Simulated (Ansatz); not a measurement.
The calculation used DFT PBE, scalar-relativistic, plane waves, PAW (Ansatz 0.2.0). Settings: cutoff 420 eV, Γ-centred meshes spaced at most about 0.3 Å⁻¹, and about 0.25 Å⁻¹ or finer for metals (2π included), Gaussian smearing. No spin polarisation in the final relaxations.

All energies are static (0 K, no zero-point motion). All come from trial cells, and lower structures may exist.

Question: These unrelaxed guesses for Sb are each relaxed within their symmetry. Order them by the energy at which they end, lowest first.
A.

```
Sb
1.0
    -1.86451    2.11468    2.14329
     1.86451   -2.11468    2.14329
     1.86451    2.11468   -2.14329
Sb
1
Direct
  0.00000 0.00000 0.00000
```

B.

```
Sb
1.0
     2.91064   -1.48794    0.00000
     2.91064    1.48794    0.00000
    -2.75807    0.00000    5.18735
Sb
2
Direct
  0.88953 0.11047 0.75000
  0.11047 0.88953 0.25000
```

Answer: B (ends in P6/mmm, simple hexagonal type, 0 meV/atom), A (ends in Im-3m, bcc type, 83 meV/atom).

These runs have no spin–orbit coupling, which can matter for Sb. Cells relaxed within their symmetry can be saddle points. The part of the Crystallography Open Database at hand lists Sb in space groups No. 139, 166, 194, 221, 225 and others; sharing a group (Im-3m) doesn't make a cell the listed structure. Some candidate types were left out of the draw beforehand, so a known form may be missing.
